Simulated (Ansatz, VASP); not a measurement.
## Two plane-wave programs on KI

The input INCAR:

```
SYSTEM = KI
PREC     = Accurate       ! precision mode
ENCUT    = 520            ! plane-wave cutoff, eV
EDIFF    = 1E-7           ! SCF threshold, eV
ISMEAR   = 0              ! smearing method
SIGMA    = 0.05           ! smearing width, eV
LREAL    = .False.        ! projectors in reciprocal space
LASPH    = .True.         ! aspherical terms in the spheres
NELM     = 60             ! most SCF steps
ALGO     = Normal         ! electronic algorithm
ISIF     = 2              ! what is computed and relaxed
LWAVE    = .False.        ! write WAVECAR
LCHARG   = .False.        ! write CHGCAR
GGA      = PE             ! functional
NBANDS   = 15             ! bands
```

File KPOINTS:

```
regular mesh
0
Gamma
  6 6 6
  0 0 0
```

The input POSCAR:

```
KI
1.0
    0.0000000000      3.6655320000      3.3835680000
    3.6655320000      0.0000000000      3.3835680000
    3.6655320000      3.6655320000      0.0000000000
K I
1 1
Direct
    0.0000000000      0.0000000000      0.0000000000
    0.5000000000      0.5000000000      0.5000000000
```

Input for Ansatz:

```yaml
crystal:
  lattice:
    - [0.0, 3.665532, 3.383568]
    - [3.665532, 0.0, 3.383568]
    - [3.665532, 3.665532, 0.0]
  atoms:
    - { symbol: K, position: [0.0, 0.0, 0.0] }
    - { symbol: I, position: [0.5, 0.5, 0.5] }
basis:
  ecutwfc: 420
kpoints:
  mp_grid: { grid: [6, 6, 6] }
hamiltonian:
  xc: pbe
scf:
  occupations: { method: gaussian, width: 0.05 }
output:
  forces: true
  stress: true
  eigenvalues: true
```

Change from the starting cell: strain +0.040 along x and y, -0.040 along z, atoms carried along.

Alike in both runs: task single point; functional PBE; k mesh 6 × 6 × 6; occupations gaussian, width 0.05 eV; no spin polarisation.

```csv
,VASP,Ansatz
version,VASP 6.6.1,Ansatz 0.2.0
potentials or method,"VASP PAW PBE potentials, release 64 (K_sv, I)","scalar-relativistic, plane waves, PAW"
plane-wave cutoff (eV),520,420
valence electrons in the cell,16,26
```

|  | VASP | Ansatz | Ansatz less VASP |
| --- | --- | --- | --- |
| gap on the k mesh at the Fermi level (eV) | 3.88 | 3.88 | +0.004 |
| least direct gap on the mesh (eV) | 3.88 | 3.88 | +0.004 |
| pressure (GPa) | 0.5 | 0.4 | -0.02 |
| largest component of the traceless stress (GPa) | 1.46 | 1.44 | -0.017 |

With one functional, cell and mesh, what is left measures potentials, basis and numerics. The two sets of potentials don't hold the same shells in valence.

Caveats: spin-orbit coupling is left out, which moves the levels of the heavy elements.
